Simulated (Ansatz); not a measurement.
# TiTe2 (P-3m1) in Ansatz: a series of runs

The runs below take TiTe2 through relaxation of cell and atoms, with PBE, PBE+U.

All numbers are computed with Ansatz 0.2.0; they aren't measurements. Logs are shortened: lines on timing, memory, paths and dates and some standing lists are left out, and cuts for length are marked.

### 1 The structure

The structure is trigonal, space group P-3m1 (No. 164). The conventional cell has a = 3.777 Å, b = 3.777 Å, c = 6.498 Å, α = 90.00°, β = 90.00°, γ = 120.00°. Around Te (site symmetry 3m) lie 3 Ti at 2.77 Å. Ti (site symmetry -3m) is surrounded by 6 Te at 2.77 Å.

### 2 Relaxation of cell and atoms, PBE

Contents of input.yaml:

```yaml
crystal:
  lattice:
    - [3.777, 0.0, 0.0]
    - [-1.8885, 3.2709779501, 0.0]
    - [0.0, 0.0, 6.498]
  atoms:
    - { symbol: Te, position: [0.3333333333, 0.6666666667, 0.7372] }
    - { symbol: Te, position: [0.6666666667, 0.3333333333, 0.2628] }
    - { symbol: Ti, position: [0.0, 0.0, 0.0] }
hamiltonian:
  xc: pbe
  pseudopotentials: { kind: paw }
kpoints:
  mp_grid: { grid: [8, 8, 4] }
scf:
  occupations: { method: fermi_dirac, width: 0.05 }
output:
  forces: true
  stress: true
  eigenvalues: true
  write_density: true
  write_potential: true
  elf: true
  volumetric_format: npy
relax:
  f_tol: 0.01
  max_steps: 40
  cell: { stress_tol: 0.05 }
```

Potentials or basis: Ansatz PAW.

Started as:

```bash
ansatz run input.yaml --threads 2 --pin off --max-ram 5632MiB --backend cpu --events-out ev --progress --plain --runs-dir out
```

The log of the run:

```text
Warning: RAYON_NUM_THREADS=2 ignored (pool sized by the plan → 2); use --threads N
Engine: ansatz 0.2.0, aarch64-unknown-linux-gnu
Pseudopotentials: kind: paw
Pseudopotential: Te, paw, valence charge 16, recommended cutoff 420 eV (normal), Te.paw.azcp
Pseudopotential: Ti, paw, valence charge 12, recommended cutoff 420 eV (normal), Ti.paw.azcp
Functional definition: PBE
  parameter kappa = 0.804
  parameter beta = 0.06672455060314922
  exchange = pbe_x(kappa = kappa, mu = beta*pi^2/3)
  correlation = pbe_c(beta = beta)
Crystal: 3 atoms, lattice volume = 80.279 Å³
Basis set: ecut = 420 eV, 1581 PW (Γ), exchange–correlation on 54×54×90 points (8 copies of the dense FFT grid, shifted against one another)
Bands: 27, of which v1, the nominal top of the filled ones, is band 22 counted from 1 (21 counted from 0)
Symmetry: 12 space group operations
Space group: P-3m1 (ITA 164), of the structure as read, at distance tolerance 4.3e-5 Å
k-points: 35 of 256
Non-local potential: Te, projectors of the file, l = 0: 2, l = 1: 2, l = 2: 2, l = 3: 2
Non-local potential: Ti, projectors of the file, l = 0: 3, l = 1: 2, l = 2: 3, l = 3: 1
PAW form: soft (Blöchl's): semilocal exchange-correlation on the pseudo side does not see the compensation charge
PAW one-centre angular grid: Te, 590 points (default); XC on 64 Gauss nodes
PAW one-centre angular grid: Ti, 590 points (default); XC on 64 Gauss nodes
Initial density: superposition of atomic densities (neutral atoms: chi_scale 0, normalization atom), corrected by the library's trained network
Initial wavefunctions: pseudopotential atomic-orbital guess
Functional: x = pbe(κ = 0.804, μ = 0.2195149727645171), c = pbe(β = 0.06672455060314922)
SCF iter   1: F=—  HF=-16461.684601 eV  |F-HF|=—  |Δ(HF+E_count)|=         —  Δρ=3.18e-3  dr2=1.45e-2  ethr=1.77e-3  ⟨swp⟩=6.1  Hψ=4238  notcnv=0
preconditioner: auto → LDOS  [metal: Δε(μ)=0.058 eV  Ē_g=6.304 eV  σ=0.050 eV  W_gap=0.28  n_scr=22 (ndim 8)  ℏωp=16.6 eV  f_vac=0.014  D(μ)=1.36/eV (n_scr^D=2)  β→1.0]
SCF iter   2: F=—  HF=-16461.685058 eV  |F-HF|=—  |Δ(HF+E_count)|=   4.57e-4  Δρ=3.45e-3  dr2=1.90e-2  ethr=3.30e-5  ⟨swp⟩=2.1  Hψ=2048  notcnv=0
SCF iter   3: F=—  HF=-16461.682926 eV  |F-HF|=—  |Δ(HF+E_count)|=   2.13e-3  Δρ=4.78e-4  dr2=3.92e-4  ethr=3.30e-5  ⟨swp⟩=2.4  Hψ=1238  notcnv=0
SCF iter   4: F=—  HF=-16461.682912 eV  |F-HF|=—  |Δ(HF+E_count)|=   1.43e-5  Δρ=1.15e-4  dr2=1.82e-5  ethr=8.91e-7  ⟨swp⟩=2.0  Hψ=1097  notcnv=0
SCF iter   5: F=—  HF=-16461.682899 eV  |F-HF|=—  |Δ(HF+E_count)|=   1.28e-5  Δρ=3.77e-5  dr2=2.61e-6  ethr=4.13e-8  ⟨swp⟩=2.0  Hψ=1677  notcnv=0
SCF iter   6: F=-16461.682899 eV  HF=-16461.682899 eV  |F-HF|=3.43e-8  |Δ(HF+E_count)|=   2.93e-7  Δρ=9.28e-6  dr2=3.63e-8  ethr=2.27e-10  ⟨swp⟩=8.7  Hψ=6758  notcnv=0
SCF 1 converged in 6 iterations: F = -16461.682899 eV  dr2 = 3.63e-8
relax step   1: F+E_penalty+E_count = -16461.68289894 eV  Δ(F+E_penalty+E_count) = +0.000e0 eV  max|allowed force component| = 1.197e-2 eV/Å  Δτ_max = 0.0000 Å  P = +0.908 GPa  Ω = 80.279 Å³  (6 SCF iters, dr2 threshold 1.00e-7 eV, accepted)
Crystal: 3 atoms, lattice volume = 84.789 Å³
Basis set: ecut = 420 eV, 1643 PW (Γ), exchange–correlation on 54×54×90 points (8 copies of the dense FFT grid, shifted against one another)
Initial density: handed on by an earlier stage of this run
Initial wavefunctions: those handed on with the density
iter 1 solved again at ethr=4.47e-4 eV; its pass at ethr=3.10e-3 eV (dr2=1.97e-1 eV) is discarded
SCF iter   1: F=—  HF=-16461.709600 eV  |F-HF|=—  |Δ(HF+E_count)|=         —  Δρ=8.25e-3  dr2=1.99e-1  ethr=4.47e-4  ⟨swp⟩=1.0  Hψ=4901  notcnv=0
preconditioner: auto → LDOS  [metal: Δε(μ)=0.070 eV  Ē_g=6.222 eV  σ=0.050 eV  W_gap=0.31  n_scr=22 (ndim 8)  ℏωp=16.1 eV  f_vac=0.027  D(μ)=1.26/eV (n_scr^D=2)  β→1.0]
[... 29 lines left out ...]
Crystal: 3 atoms, lattice volume = 83.566 Å³
iter 1 solved again at ethr=3.17e-7 eV; its pass at ethr=3.10e-3 eV (dr2=1.39e-4 eV) is discarded
SCF iter   1: F=—  HF=-16461.692894 eV  |F-HF|=—  |Δ(HF+E_count)|=         —  Δρ=3.23e-4  dr2=1.29e-4  ethr=3.17e-7  ⟨swp⟩=2.3  Hψ=4729  notcnv=0
preconditioner: auto → LDOS  [metal: Δε(μ)=0.046 eV  Ē_g=6.174 eV  σ=0.050 eV  W_gap=0.23  n_scr=22 (ndim 8)  ℏωp=16.2 eV  f_vac=0.023  D(μ)=1.54/eV (n_scr^D=2)  β→1.0]
SCF iter   2: F=—  HF=-16461.692891 eV  |F-HF|=—  |Δ(HF+E_count)|=   3.26e-6  Δρ=2.36e-4  dr2=6.75e-5  ethr=2.93e-7  ⟨swp⟩=2.9  Hψ=1819  notcnv=0
SCF iter   3: F=—  HF=-16461.692950 eV  |F-HF|=—  |Δ(HF+E_count)|=   5.95e-5  Δρ=4.42e-5  dr2=2.26e-6  ethr=1.53e-7  ⟨swp⟩=2.9  Hψ=1727  notcnv=0
SCF iter   4: F=—  HF=-16461.692949 eV  |F-HF|=—  |Δ(HF+E_count)|=   8.91e-7  Δρ=7.20e-6  dr2=7.56e-8  ethr=5.15e-9  ⟨swp⟩=2.7  Hψ=1570  notcnv=0
SCF iter   5: F=-16461.692949 eV  HF=-16461.692949 eV  |F-HF|=1.23e-8  |Δ(HF+E_count)|=   4.24e-9  Δρ=2.45e-6  dr2=1.45e-8  ethr=7.92e-11  ⟨swp⟩=9.8  Hψ=5956  notcnv=0
SCF 5 converged in 5 iterations: F = -16461.692949 eV  dr2 = 1.45e-8
relax step   5: F+E_penalty+E_count = -16461.69294949 eV  Δ(F+E_penalty+E_count) = -1.254e-4 eV  max|allowed force component| = 1.438e-4 eV/Å  Δτ_max = 0.0031 Å  P = +0.004 GPa  Ω = 83.566 Å³  energy of the carried Pulay correction = -4.690e-4 eV  (5 SCF iters, dr2 threshold 3.49e-8 eV, accepted)
Initial wavefunctions: pseudopotential atomic-orbital guess (no wavefunctions were taken with the density)
iter 1 solved again at ethr=3.06e-7 eV; its pass at ethr=3.10e-3 eV (dr2=1.35e-4 eV) is discarded
SCF iter   1: F=—  HF=-16461.692203 eV  |F-HF|=—  |Δ(HF+E_count)|=         —  Δρ=3.01e-4  dr2=1.81e-6  ethr=3.06e-7  ⟨swp⟩=3.2  Hψ=6409  notcnv=0
preconditioner: auto → LDOS  [metal: Δε(μ)=0.047 eV  Ē_g=6.177 eV  σ=0.050 eV  W_gap=0.23  n_scr=22 (ndim 8)  ℏωp=16.2 eV  f_vac=0.023  D(μ)=1.53/eV (n_scr^D=2)  β→1.0]
SCF iter   2: F=—  HF=-16461.693410 eV  |F-HF|=—  |Δ(HF+E_count)|=   1.21e-3  Δρ=1.56e-5  dr2=6.49e-7  ethr=4.12e-9  ⟨swp⟩=2.4  Hψ=1694  notcnv=0
SCF iter   3: F=—  HF=-16461.693410 eV  |F-HF|=—  |Δ(HF+E_count)|=   1.25e-7  Δρ=1.22e-5  dr2=3.96e-7  ethr=1.48e-9  ⟨swp⟩=3.0  Hψ=1728  notcnv=0
SCF iter   4: F=—  HF=-16461.693410 eV  |F-HF|=—  |Δ(HF+E_count)|=   8.93e-8  Δρ=3.74e-6  dr2=3.60e-8  ethr=9.00e-10  ⟨swp⟩=1.1  Hψ=947  notcnv=0
SCF iter   5: F=—  HF=-16461.693410 eV  |F-HF|=—  |Δ(HF+E_count)|=   5.21e-9  Δρ=9.03e-7  dr2=1.98e-9  ethr=8.19e-11  ⟨swp⟩=2.7  Hψ=1599  notcnv=0
SCF iter   6: F=—  HF=-16461.693410 eV  |F-HF|=—  |Δ(HF+E_count)|=  1.02e-10  Δρ=1.93e-7  dr2=3.04e-11  ethr=4.51e-12  ⟨swp⟩=3.0  Hψ=1704  notcnv=0
SCF iter   7: F=-16461.693410 eV  HF=-16461.693410 eV  |F-HF|=7.28e-12  |Δ(HF+E_count)|=  3.64e-11  Δρ=4.56e-8  dr2=1.08e-12  ethr=1.00e-12  ⟨swp⟩=6.3  Hψ=3950  notcnv=0
SCF 6 converged in 7 iterations: F = -16461.693410 eV  dr2 = 1.08e-12
relax step   6: F+E_penalty+E_count = -16461.69341036 eV  Δ(F+E_penalty+E_count) = -4.609e-4 eV  max|allowed force component| = 5.419e-5 eV/Å  Δτ_max = 0.0000 Å  P = +0.003 GPa  Ω = 83.566 Å³  stress off target by 1.89e-2 GPa  SCF on the basis re-selected at this cell (its energy is not comparable with the rows above)  (7 SCF iters)
basis re-selected at this cell: Δ(F+E_penalty+E_count) = -4.609e-4 eV, ΔP = -0.001 GPa vs the last step (what re-selecting the basis moved, of the pressure what is left beyond the Pulay correction that the steps carried, after the strain that the cell walked since its last selection, with what the two solves' SCF thresholds leave and, on support functions, any second-order correction that the steps lacked; it is no measure of the basis error at this ecutwfc). This SCF's stress stands 1.89e-2 GPa from its target on what of the cell is left free (relax.cell.stress_tol is 5.00e-2 GPa) and its largest allowed force component is 5.42e-5 eV/Å (relax.f_tol is 1.00e-2 eV/Å): within both
SCF converged after 7 iterations
Free energy (F): -16461.693410 eV
Harris-Foulkes:  -16461.693410 eV  (|F-HF|=7.28e-12)
Internal energy: -16461.680999 eV  (E = F + TS)
E sigma→0 (E₀):  -16461.687205 eV
Entropy (-TS):   -0.012411 eV (-4.137 meV/atom)
Fermi energy:    9.644040 eV
--- Per-component energies (eV) ---
  E_band       = -693.778729
  E_kinetic    = 632.321905
  E_local      = -3636.230481  (includes V_loc(G=0)·N_el)
  E_nonlocal   = -612.042837
  E_hartree    = 2091.821252
  E_xc         = -346.138123
  E_vxc        = -330.376253  (∫ρ·V_xc dr)
  E_paw        = -10372.508662  (= ΣΔE_a)
  E_vpaw       = -931.093348  (= ΣTr[D̂ρ^β])
  E_aug_tail   = -0.000227  (compensation charges beyond the density's cutoff)
  E_ewald      = -4218.903827
  E_smearing   = -0.012411  (= −TS)
  E_closure    = 0.000000  (closes the sum)
  Σ components = -16461.693410   (vs F -16461.693410, Δ=0.00e0)
--- Forces (eV/Å), atoms counted from 1 ---
  atom   1  Te     0.00000000     0.00000000    -0.00005419
  atom   2  Te     0.00000000    -0.00000000     0.00005419
  atom   3  Ti     0.00000000     0.00000000     0.00000000
  max |Σ_I F_I| component: 2.03e-20 eV/Å
--- Stress (GPa, compression-positive) ---
       -0.005607       0.000000       0.000000
        0.000000      -0.005607       0.000000
        0.000000       0.000000       0.018933
  P = ⅓ Tr σ = 0.0026 GPa (0.026 kbar)
--- Band table (eV; the first three rows and the last of 35) ---
  k-point 0: bands = ["-47.8403", "-26.8125", "-26.8125", "-26.8079", "-26.8079", "-26.7859", "-26.7859", "-26.7849", "-26.7849", "-26.7750", "-26.7731", "-24.0862", "-24.0862", "-24.0595", "-2.5775", "-1.2822", "4.6597", "8.0276", "8.0276", "9.8960", "10.0035", "10.0507", "10.0507", "10.7011", "10.7011", "12.7655", "12.7655"]
  k-point 1: bands = ["-47.8403", "-26.8129", "-26.8129", "-26.8076", "-26.8076", "-26.7857", "-26.7857", "-26.7849", "-26.7849", "-26.7747", "-26.7734", "-24.0862", "-24.0862", "-24.0596", "-2.4490", "-1.5045", "5.2018", "8.0504", "8.0504", "8.5351", "10.0471", "10.0471", "10.4950", "10.5892", "10.5892", "12.9185", "12.9185"]
  k-point 2: bands = ["-47.8403", "-26.8132", "-26.8132", "-26.8074", "-26.8074", "-26.7855", "-26.7855", "-26.7850", "-26.7850", "-26.7741", "-26.7740", "-24.0862", "-24.0862", "-24.0596", "-2.2216", "-1.8191", "6.2097", "7.1748", "8.0743", "8.0743", "10.0439", "10.0439", "10.4858", "10.4858", "10.5916", "13.0663", "13.0663"]
  k-point 34: bands = ["-47.8375", "-26.8119", "-26.8057", "-26.8040", "-26.8032", "-26.7888", "-26.7887", "-26.7863", "-26.7853", "-26.7690", "-26.7688", "-24.1225", "-24.1095", "-24.0395", "-0.7038", "-0.6424", "5.3958", "5.6761", "6.4781", "6.8339", "7.8180", "8.0375", "10.3749", "10.7674", "10.8169", "12.1620", "12.7923"]
--- Relaxed structure (5 steps of the walk, 5 accepted, 1 SCFs on fresh bases) ---
  F+E_penalty+E_count = -16461.69341036 eV   max|allowed force component| = 5.419e-5 eV/Å   (the final SCF, on the basis selected at the relaxed cell)
  cell:  # Å, volume = 83.5663 Å³
    - [3.7881490295914677, 9.274319583740125e-34, 1.8291576693655327e-17]
    - [-1.8940745147957339, 3.2806332929475803, -9.145788346827664e-18]
    - [3.146906681367755e-17, 3.686724520783965e-33, 6.724292367284452]
  atoms:
    - { symbol: Te, position: [0.3333333333333333, 0.6666666666666666, 0.7449329710178966] }
    - { symbol: Te, position: [0.6666666666666666, 0.3333333333333333, 0.2550670289821034] }
    - { symbol: Ti, position: [8.477949848105092e-35, -4.007065603192774e-35, -7.418412301374843e-68] }
```

It took 15 s on 2 threads of Arm Neoverse V2, shared host; peak memory 0.41 GiB.

What came out:

| Property | Result |
| --- | --- |
| Free energy | -16461.6934 eV |
| Relaxed volume | 27.86 Å³/atom |
| Relaxed cell | a = 3.788 Å, b = 3.788 Å, c = 6.724 Å, α = 90.00°, β = 90.00°, γ = 120.00° |
| Space group after relaxing (to 0.05 Å) | P-3m1 (No. 164) |
| Energy gained by relaxing | 3.5 meV/atom |
| Ionic steps | 6 |
| Pressure after relaxing | 0.0 GPa |
| Band gap on the k mesh | none (metal or under the smearing width) |

The path:
```tsv
step	energy change (eV)	largest force (eV/Å)	volume (Å³)
1	0.0000	0.0120	80.28
2	-0.0044	0.1261	84.79
3	-0.0074	0.1244	84.04
4	-0.0099	0.0090	83.55
5	-0.0101	0.0001	83.57
6	-0.0105	0.0001	83.57
```

Final structure:
```
CELL_PARAMETERS angstrom
3.78815 0.00000 0.00000
-1.89407 3.28063 0.00000
0.00000 0.00000 6.72429
ATOMIC_POSITIONS crystal
Te 0.33333 0.66667 0.74493
Te 0.66667 0.33333 0.25507
Ti 0.00000 0.00000 0.00000
```

Caveat: the plane-wave basis is chosen anew once the cell has moved, so the energies of steps on either side of that aren't comparable; this functional lacks dispersion, which binds the layers, so the pressure and a relaxed spacing across them are unreliable.

### 3 Relaxation of cell and atoms, PBE+U

input.yaml: that of step 2 with these lines changed.

```diff
@@ -12,2 +12,3 @@
   pseudopotentials: { kind: paw }
+  hubbard: { sites: [{ species: Ti, l: d, u_eff: 1.0 }] }
 kpoints:
```

Potentials or basis: Ansatz PAW.

Started as:

```bash
ansatz run input.yaml --threads 2 --pin off --max-ram 5632MiB --backend cpu --events-out ev --progress --plain --runs-dir out
```

The log of the run:

```text
Warning: RAYON_NUM_THREADS=2 ignored (pool sized by the plan → 2); use --threads N
Te: projections on atomic orbitals take those of the free atom [Kr] 4d10 5s2 5p4, of charge +0.00 (hamiltonian.pseudopotentials.projection_atoms); the dataset's partial waves leave at most 7.8e-6 of an orbital's norm unspanned inside its sphere
Ti: projections on atomic orbitals take those of the free atom [Ne] 3s2 3p6 3d2 4s2, of charge +0.00 (hamiltonian.pseudopotentials.projection_atoms); the dataset's partial waves leave at most 4.1e-7 of an orbital's norm unspanned inside its sphere
Engine: ansatz 0.2.0, aarch64-unknown-linux-gnu
Pseudopotentials: kind: paw
Pseudopotential: Te, paw, valence charge 16, recommended cutoff 420 eV (normal), Te.paw.azcp
Pseudopotential: Ti, paw, valence charge 12, recommended cutoff 420 eV (normal), Ti.paw.azcp
Functional definition: PBE
  parameter kappa = 0.804
  parameter beta = 0.06672455060314922
  exchange = pbe_x(kappa = kappa, mu = beta*pi^2/3)
  correlation = pbe_c(beta = beta)
Crystal: 3 atoms, lattice volume = 80.279 Å³
Basis set: ecut = 420 eV, 1581 PW (Γ), exchange–correlation on 54×54×90 points (8 copies of the dense FFT grid, shifted against one another)
[... 132 lines left out ...]
--- Forces (eV/Å), atoms counted from 1 ---
  atom   1  Te     0.00000000     0.00000000    -0.00199844
  atom   2  Te     0.00000000    -0.00000000     0.00199844
  atom   3  Ti    -0.00000000    -0.00000000     0.00000000
  max |Σ_I F_I| component: 1.58e-30 eV/Å
--- Stress (GPa, compression-positive) ---
        0.015001       0.000000       0.000000
        0.000000       0.015001      -0.000000
        0.000000      -0.000000       0.036269
  P = ⅓ Tr σ = 0.0221 GPa (0.221 kbar)
--- Band table (eV; the first three rows and the last of 35) ---
  k-point 0: bands = ["-48.4871", "-27.1179", "-27.1179", "-27.1126", "-27.1126", "-27.0898", "-27.0898", "-27.0893", "-27.0893", "-27.0784", "-27.0770", "-24.7225", "-24.7225", "-24.6869", "-2.8395", "-1.5977", "4.4513", "7.6152", "7.6152", "9.4598", "9.7364", "9.7364", "9.8118", "10.2554", "10.2554", "12.3404", "12.3404"]
  k-point 1: bands = ["-48.4871", "-27.1182", "-27.1182", "-27.1124", "-27.1124", "-27.0898", "-27.0898", "-27.0892", "-27.0892", "-27.0782", "-27.0772", "-24.7225", "-24.7225", "-24.6869", "-2.7262", "-1.7922", "4.9577", "7.6339", "7.6339", "8.2224", "9.7340", "9.7340", "10.1630", "10.1630", "10.2179", "12.4680", "12.4680"]
  k-point 2: bands = ["-48.4871", "-27.1184", "-27.1184", "-27.1122", "-27.1122", "-27.0898", "-27.0898", "-27.0891", "-27.0891", "-27.0778", "-27.0776", "-24.7225", "-24.7225", "-24.6869", "-2.5447", "-2.0499", "5.8681", "6.9567", "7.6532", "7.6532", "9.7323", "9.7323", "10.0761", "10.0761", "10.3170", "12.5923", "12.5923"]
  k-point 34: bands = ["-48.4847", "-27.1170", "-27.1108", "-27.1090", "-27.1084", "-27.0932", "-27.0931", "-27.0905", "-27.0897", "-27.0732", "-27.0729", "-24.7559", "-24.7438", "-24.6676", "-1.0314", "-0.9897", "5.1047", "5.4102", "6.1518", "6.5506", "7.4516", "7.6521", "10.1135", "10.4751", "10.5186", "11.6611", "12.2525"]
Occupation matrices written to <dir>
--- Relaxed structure (6 steps of the walk, 6 accepted, 1 SCFs on fresh bases) ---
  F+E_penalty+E_count = -16460.72757870 eV   max|allowed force component| = 1.998e-3 eV/Å   (the final SCF, on the basis selected at the relaxed cell)
  cell:  # Å, volume = 85.8095 Å³
    - [3.8171143053504966, 2.6979838789062183e-33, 2.7675865803379403e-17]
    - [-1.9085571526752483, 3.305717957582521, -1.3837932901689701e-17]
    - [4.761392003976426e-17, 1.3538135945173903e-33, 6.800397465790067]
  atoms:
    - { symbol: Te, position: [0.33333333333333326, 0.6666666666666665, 0.7489799469440006] }
    - { symbol: Te, position: [0.6666666666666665, 0.33333333333333326, 0.2510200530559992] }
    - { symbol: Ti, position: [-1.456432769746006e-34, 4.5820590730386794e-35, -7.119004723409488e-19] }
```

v_z.tsv:

```text
# z_ang	v_es[eV]	v_tot[eV]
# format = ansatz-planar-average/11
# xc	pbe
# density_cutoff_ev	1680
# datasets	Te=:simpson_from_first_knot:soft	Ti=:simpson_from_first_knot:soft
# lattice	3.817114305	0.000000000	0.000000000
# lattice	-1.908557153	3.305717958	-0.000000000
# lattice	0.000000000	0.000000000	6.800397466
# sites	3
# site	52	0.000000000	2.203811972	5.093361333
# site	52	1.908557153	1.101905986	1.707036133
# site	22	-0.000000000	0.000000000	-0.000000000
0.000000	2.125704e0	-8.382204e0
0.141675	2.313345e0	-8.207436e0
0.283350	2.845430e0	-7.684463e0
0.425025	3.616379e0	-6.871523e0
0.566700	4.457408e0	-5.916799e0
0.708375	4.978244e0	-5.260158e0
[... 40 lines left out ...]
6.517048	2.845430e0	-7.684463e0
6.658723	2.313345e0	-8.207436e0
```

Wall time 22 s (2 threads of Arm Neoverse V2, shared host); peak memory 0.46 GiB.

What came out:

| Item | Value |
| --- | --- |
| Free energy | -16460.7276 eV |
| Relaxed volume | 28.60 Å³/atom |
| Relaxed cell | a = 3.817 Å, b = 3.817 Å, c = 6.800 Å, α = 90.00°, β = 90.00°, γ = 120.00° |
| Space group after relaxing (to 0.05 Å) | P-3m1 (No. 164) |
| Energy gained by relaxing | 7.5 meV/atom |
| Ionic steps | 7 |
| Pressure after relaxing | 0.0 GPa |
| Band gap on the k mesh | none (metal or under the smearing width) |

The path:
```tsv
step	energy change (eV)	largest force (eV/Å)	volume (Å³)
1	0.0000	0.0227	80.28
2	-0.0045	0.2216	88.00
3	-0.0151	0.2025	86.24
4	-0.0215	0.0121	85.52
5	-0.0217	0.0010	85.64
6	-0.0218	0.0021	85.81
7	-0.0225	0.0020	85.81
```

Final structure:
```
CELL_PARAMETERS angstrom
3.81711 0.00000 0.00000
-1.90856 3.30572 0.00000
0.00000 0.00000 6.80040
ATOMIC_POSITIONS crystal
Te 0.33333 0.66667 0.74898
Te 0.66667 0.33333 0.25102
Ti 0.00000 0.00000 0.00000
```

Eigenvalues of the final occupation matrices:
```
  site  spin  trace               eigenvalues
site 1     1   1.40  0.17 0.20 0.20 0.41 0.41
```

Caveat: the plane-wave basis is chosen anew once the cell has moved, so the energies of steps on either side of that aren't comparable; this functional lacks dispersion, which binds the layers, so the pressure and a relaxed spacing across them are unreliable; U without spin polarisation on a metal has little footing; the U is typed as a test and isn't derived for this compound.

(Part 1 of 2 ends here.)
